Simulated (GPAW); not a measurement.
Co:

```
Co
1.0
     2.47200    0.00000    0.00000
    -1.23600    2.14081    0.00000
     0.00000    0.00000    4.02114
Co
2
Direct
  0.66667 0.33333 0.75000
  0.33333 0.66667 0.25000
```

Base run:

```yaml
Program: GPAW 26.7.0
Functional: PBEsol
Potentials_or_basis: PAW data sets generated in the run's folder for this functional
Cutoff: 600 eV
Basis: pw
k_mesh: 12 × 12 × 7
Occupations: fermi-dirac, width 0.05 eV
Spin: collinear spin, ferromagnetic start
Starting_moments: "[2.0, 2.0] μB"
```

Its results: pressure -5.3 GPa; net moment 3.19 μB per cell; site moments Co +1.66 μB.

Problem. The run is repeated on the same cell with these changes: k mesh from 12 × 12 × 7 to 10 × 10 × 6. What comes out?

Solution. Pressure -4.5 GPa; net moment 3.29 μB per cell; site moments Co +1.70 μB.
